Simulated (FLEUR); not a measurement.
Ge under changes of volume

One of the cells (22.639 Å³/atom); the others are scaled copies at fixed shape and fractional positions:

```
Ge
1.0
     0.00000    2.82891    2.82891
     2.82891    0.00000    2.82891
     2.82891    2.82891    0.00000
Ge
2
Direct
  0.75000 0.75000 0.75000
  0.50000 0.50000 0.50000
```

| Property | Result |
| --- | --- |
| Program | FLEUR MaX-R8.1 (later development tree) |
| Functional | revPBE |
| Potentials or basis | all-electron |
| Basis | FLAPW |
| Kmax | 3.99 1/bohr |
| k mesh | 8 × 8 × 8 |
| Occupations | fermi-dirac, width 0.05 eV |
| Spin | no spin polarisation |

```tsv
volume (Å³/atom)	energy over the lowest point (meV/atom)	gap on the mesh (eV)
21.281	86.54	0.44
21.733	?	?
22.639	23.43	0.13
23.545	4.34	none
23.997	0.00	none
```

Task: What does the run at 21.733 Å³/atom give?

Result: Energy over the lowest point 60.07 meV/atom; gap on the mesh 0.38 eV.

Worked out: A Birch-Murnaghan fit of order 2 (a polynomial in V^(-2/3)) to the other rows has its minimum at 24.33 Å³/atom, just outside them, with B0 = V·E''(V) = 58 GPa. It gives 60.43 meV/atom at 21.733 Å³/atom, against the run's 60.07.

Energies are extrapolated to zero smearing.

Caveats: the plane-wave cutoff is short for the semicore states, which can make moduli rough.

A mesh can miss the band edges. Spin-orbit coupling on Ge is left out.

A gap of «none» marks a metal or a gap under the smearing width.
